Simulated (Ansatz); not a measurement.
## Band edges of ZrS$_{2}$ (P-3m1)

```
Zr S
1.0
     3.62720    0.00000    0.00000
    -1.81360    3.14124    0.00000
     0.00000    0.00000    5.88520
Zr S
1 2
Direct
  0.00000 0.00000 0.00000
  0.66667 0.33333 0.75306
  0.33333 0.66667 0.24694
```

Level of theory, where no other is named: PBEsol, all-electron LAPW in Ansatz 0.2.0, with spin-orbit coupling. k mesh 6×6×4, fixed occupations, basis error target 1 meV/atom. The cell was relaxed by PAW under this functional, which moved its volume by -6 % from the database entry's. This phase needn't be the one found at ambient conditions.

Extrema are searched on a 8×8×4 mesh and refined by Newton steps; masses come from band slopes 0.005 Å⁻¹ away, 1/m* = (1/ħ²) d²E/dk², negative for holes (the finite step makes the lightest masses up to about 3 % heavy). k is in units of the reciprocal vectors.

(1) Where are the band edges, and is the gap direct?

(2) What are the electron masses at the edge?

(3) What are the hole masses at the edge?

(4) What electronic dielectric constant and refractive index follow from the same bands (independent particles)?

(5) What gap does PAW give in the same cell?

## Answers

(1) The valence maximum lies at Gamma (0.000, 0.000, 0.000) and the conduction minimum at L (0.000, -0.500, -0.500), so the Kohn-Sham gap of 0.759 eV is indirect; the least direct gap on the mesh is 1.508 eV. A further conduction extremum at A (0.000, 0.000, -0.500) lies 0.714 eV from the edge (1 equivalent point).

(2) The principal masses are 0.276, 0.728, 2.5 mₑ. One valley has a density-of-states mass (m₁m₂m₃)^(1/3) = 0.795; 3 valleys give N^(2/3) times that, 1.65; the direction-averaged conductivity mass 3/Σ(1/mᵢ) is 0.556 mₑ.

(3) The principal masses are 0.26, 2.62, 2.62 mₑ. One valley has a density-of-states mass (m₁m₂m₃)^(1/3) = 1.21; the direction-averaged conductivity mass 3/Σ(1/mᵢ) is 0.651 mₑ. Another band lies 34 meV away, so these masses hold only close to the edge.

(4) ε∞ = (13.88, 13.88, 9.02), so n ≈ √ε∞ = 3.50 (mean over directions) well under the gap and the normal reflectivity is ((n − 1)/(n + 1))² = 0.309. Local fields, left out here, lower ε∞ by several per cent.

(5) 0.758 eV, -1 meV from the LAPW value.

Caveats: semilocal gaps are low, and what follows the gap (onsets, screening, light masses) shifts with it; no dispersion correction, so the spacing and stiffness between layers or molecules are poor; the k mesh misses the point K, so gaps read on it can be too wide; the frozen-core PAW files of the compared runs were fitted under PBE, their cores solved anew for this functional.
